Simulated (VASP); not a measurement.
## SnO: atomic charges with PBEsol

Crystal: SnO.

```
Sn O
1.0
     3.13193    0.00000    0.00000
     0.00000    3.13193    0.00000
     0.00000    0.00000    3.13193
Sn O
1 1
Direct
  0.00000 0.00000 0.00000
  0.50000 0.50000 0.50000
```

The cell was built by a generator and needn't be a form met in nature.

```yaml
Program: VASP 6.6.1
Task: atomic charges
Functional: PBEsol
Potentials_or_basis: VASP PAW PBE potentials, release 64 (Sn_d, O)
Cutoff: 520 eV
k_mesh: 9 × 9 × 9
Occupations: gaussian, width 0.02 eV
Spin: no spin polarisation
Further_INCAR_settings: ALGO = Normal; EDIFF = 1e-07
```

```yaml
Pressure: -5.0 GPa
Band_gap_on_the_k_mesh: 0.42 eV, indirect (least direct gap 0.91 eV)
Valence_electrons_inside_the_program's_atomic_spheres: Sn 12.01; O 4.83
```

Levels at points of the mesh, in eV from the valence-band top:
```
           k point  band 6  band 7  band 8  band 9  band 10  band 11  band 12  band 13  band 14
(0.00, 0.00, 0.00)  -17.63   -7.29   -2.25   -2.25    -2.25     8.09     8.09     8.09     8.14
```

Wall time 9 s on 1 thread of Intel(R) Xeon(R) 6975P-C (Granite Rapids), on a shared host, peak memory 0.13 GiB.

Caveat: the PAW data sets were made with another functional, which shifts forces and pressure a little; spin-orbit coupling is left out, which moves the levels of the heavy elements; an odd mesh through Γ misses points on the zone boundary, where band edges often lie. A hybrid or GW would open this gap; PBEsol tends to underestimate it.
